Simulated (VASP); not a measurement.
# Sn (I4/mmm) in VASP: electric field gradients with PBE

Aim: the electric field gradients of Sn with PBE.

All numbers are computed with VASP 6.6.1; they aren't measurements. Logs are shortened: lines on timing, memory, paths and dates and some standing lists are left out, and cuts for length are marked.

## Step 1: The undisturbed crystal

Symmetry: I4/mmm, No. 139, tetragonal system. Conventional cell: a = 4.058 Å, b = 4.058 Å, c = 3.322 Å, α = 90.00°, β = 90.00°, γ = 90.00°. Sn (site symmetry 4/mmm) has 10 Sn at 3.32 Å as nearest neighbours.

This isn't the form of Sn at room conditions, which is tetragonal (white tin).

## Step 2: Electric field gradients, PBE (volume scaled by 1.06)

File INCAR:

```
SYSTEM = Sn
ALGO = Fast
EDIFF = 1E-8
ENCUT = 520
GGA = PE
ISIF = 2
ISMEAR = -1
LASPH = .TRUE.
LCHARG = .FALSE.
LEFG = .TRUE.
LREAL = .FALSE.
LWAVE = .FALSE.
NBANDS = 13
NELM = 80
PREC = Accurate
SIGMA = 0.05
```

File KPOINTS:

```
k-points
0
G
  16 16 16
  0 0 0
```

File POSCAR:

```
Sn
1.0
   -2.0689875426      2.0689875426      1.6933321804
    2.0689875426     -2.0689875426      1.6933321804
    2.0689875426      2.0689875426     -1.6933321804
Sn
1
Direct
    0.0000000000      0.0000000000      0.0000000000
```

Potentials or basis: VASP PAW PBE potentials, release 64 (Sn_d).

Launch:

```
$ cat potpaw_PBE.64/Sn_d/POTCAR > POTCAR
$ mpirun -np 1 vasp_std > vasp.out
```

OUTCAR:

```text
SYSTEM = Sn
   EDIFF = 1E-8
   ENCUT = 520
   GGA = PE
   ISIF = 2
   ISMEAR = -1
   LASPH = .TRUE.
   LREAL = .FALSE.
   NELM = 80
   PREC = Accurate

 ion  position               nearest neighbor table
   1  0.000  0.000  0.000-

  LATTYP: Found a body centered tetragonal cell.
 ALAT       =     4.1379750852
 C/A-ratio  =     0.8184351745

  Lattice vectors:

 A1 = (  -2.0689875426,   2.0689875426,   1.6933321804)
 A2 = (   2.0689875426,  -2.0689875426,   1.6933321804)
 A3 = (   2.0689875426,   2.0689875426,  -1.6933321804)

Analysis of symmetry for initial positions (statically):
=====================================================================
 Subroutine PRICEL returns:
 Original cell was already a primitive cell.

 Routine SETGRP: Setting up the symmetry group for a
 body centered tetragonal supercell.

 Subroutine GETGRP returns: Found 16 space group operations
 (whereof 16 operations were pure point group operations)
 out of a pool of 16 trial point group operations.

The static configuration has the point symmetry D_4h.

Analysis of symmetry for dynamics (positions and initial velocities):
=====================================================================
 Subroutine PRICEL returns:
 Original cell was already a primitive cell.

 Routine SETGRP: Setting up the symmetry group for a
 body centered tetragonal supercell.

 Subroutine GETGRP returns: Found 16 space group operations
 (whereof 16 operations were pure point group operations)
 out of a pool of 16 trial point group operations.

The dynamic configuration has the point symmetry D_4h.

 Subroutine INISYM returns: Found 16 space group operations
 (whereof 16 operations are pure point group operations),
 and found     1 'primitive' translations

----------------------------------------------------------------------------------------

                                     Primitive cell

  volume of cell :      28.9947

  direct lattice vectors                    reciprocal lattice vectors
    -2.068987543  2.068987543  1.693332180     0.000000000  0.241664094  0.295275792
     2.068987543 -2.068987543  1.693332180     0.241664094  0.000000000  0.295275792
     2.068987543  2.068987543 -1.693332180     0.241664094  0.241664094  0.000000000

[... 127 lines left out ...]
  free energy    TOTEN  =        -3.77922088 eV

  energy without entropy =       -3.77437761  energy(sigma->0) =       -3.77679925

 E-fermi :   7.3140     XC(G=0): -10.0571

 val. band max:        7.3042644242   @ k =  -0.4375  -0.4375   0.3125
 cond. band min:       7.3254326806   @ k =  -0.2500  -0.4375   0.1875
 fundamental gap:      0.0211682564
 Fermi energy:         7.3139643582

 k-point     1 :       0.0000    0.0000    0.0000
  band No.  band energies     occupation
      1     -14.2288      2.00000
      2     -14.1637      2.00000
      3     -14.1637      2.00000
      4     -14.1601      2.00000
      5     -14.0705      2.00000
      6      -3.3313      2.00000
      7      13.6876      0.00000
      8      13.6876      0.00000
      9      15.9910      0.00000
     10      17.2524      0.00000
     11      18.2949      0.00000
     12      19.6277      0.00000
     13      19.6277      0.00000
[... 354 lines left out ...]
  band No.  band energies     occupation
      1     -14.2254      2.00000
      2     -14.1644      2.00000
      3     -14.1614      2.00000
      4     -14.1588      2.00000
      5     -14.0719      2.00000
      6      -3.2618      2.00000
      7      12.7804      0.00000
      8      13.7354      0.00000
      9      15.7712      0.00000
     10      17.6280      0.00000
     11      18.5732      0.00000
     12      19.4130      0.00000
     13      19.8823      0.00000

 [... further k-points ...]

------------------------ aborting loop because EDIFF is reached ----------------------------------------

  FORCE on cell =-STRESS in cart. coord.  units (eV):
  Direction    XX          YY          ZZ          XY          YZ          ZX
  --------------------------------------------------------------------------------------
  -------------------------------------------------------------------------------------
  Total       -0.3330951     -0.3330951     -0.2567334      0.0000000      0.0000000      0.0000000
  in kB      -18.4060659    -18.4060659    -14.1864941      0.0000000      0.0000000      0.0000000
  external PRESSURE =     -16.9995420 kB  Pullay stress =       0.0000000 kB

 VOLUME and BASIS-vectors are now :
 -----------------------------------------------------------------------------
  energy-cutoff  :      520.00
  volume of cell :       28.99
      direct lattice vectors                 reciprocal lattice vectors
    -2.068987543  2.068987543  1.693332180     0.000000000  0.241664094  0.295275792
     2.068987543 -2.068987543  1.693332180     0.241664094  0.000000000  0.295275792
     2.068987543  2.068987543 -1.693332180     0.241664094  0.241664094  0.000000000

 POSITION                                       TOTAL-FORCE (eV/Angst)
 -----------------------------------------------------------------------------------
      0.00000      0.00000      0.00000         0.000000      0.000000     -0.000000
 -----------------------------------------------------------------------------------
    total drift:                               -0.000000     -0.000000     -0.000000

  FREE ENERGIE OF THE ION-ELECTRON SYSTEM (eV)
  ---------------------------------------------------
  free  energy   TOTEN  =        -3.7792208823 eV

  energy  without entropy=       -3.7743776144  energy(sigma->0) =       -3.77679925

 Electric field gradients (V/A^2)
---------------------------------------------------------------------
 ion       V_xx      V_yy      V_zz      V_xy      V_xz      V_yz
---------------------------------------------------------------------
   1      -3.430    -3.430     6.860    -0.001    -0.001    -0.001
---------------------------------------------------------------------

 Electric field gradients after diagonalization (V/A^2)
 (convention: |V_zz| > |V_xx| > |V_yy|)
----------------------------------------------------------------------
 ion       V_xx      V_yy      V_zz     asymmetry (V_yy - V_xx)/ V_zz
----------------------------------------------------------------------
   1      -3.431    -3.429     6.860       0.000
----------------------------------------------------------------------

           NMR quadrupolar parameters

 Cq : quadrupolar parameter    Cq=e*Q*V_zz/h
 eta: asymmetry parameters     (V_yy - V_xx)/ V_zz
 Q  : nuclear electric quadrupole moment in mb (millibarn)
----------------------------------------------------------------------
 ion       Cq(MHz)       eta       Q (mb)
----------------------------------------------------------------------
   1       0.017       0.000       1.000
----------------------------------------------------------------------
```

stdout:

```text
[... 26 lines left out ...]
```

Run time: 4.4 min. Hardware: 1 thread of Intel Xeon Platinum 8375C at 2.90GHz (Ice Lake), shared host; peak memory 0.24 GiB.

What came out:

```
Free energy            : -3.7792 eV
Pressure               : -1.7 GPa
Band gap on the k mesh : none (metal or under the smearing width)
```

Levels at points of the mesh, in eV from the Fermi level:
| k point | band 4 | band 5 | band 6 | band 7 | band 8 | band 9 | band 10 | band 11 |
| --- | --- | --- | --- | --- | --- | --- | --- | --- |
| (0.00, 0.00, 0.00) | -21.47 | -21.38 | -10.65 | 6.37 | 6.37 | 8.68 | 9.94 | 10.98 |
| (0.50, 0.00, 0.00) | -21.36 | -21.34 | -5.76 | -3.90 | 2.91 | 4.15 | 6.90 | 7.20 |
| (0.50, 0.50, 0.00) | -21.42 | -21.35 | -7.16 | -4.38 | 5.45 | 7.30 | 9.93 | 10.63 |
| (0.50, 0.50, 0.50) | -21.36 | -21.34 | -3.63 | -1.45 | -1.45 | 2.42 | 3.10 | 5.93 |

Electric field gradients, principal values (V/Å²):
```
atom     Vxx     Vyy    Vzz
1 Sn  -3.429  -3.431  6.860
```
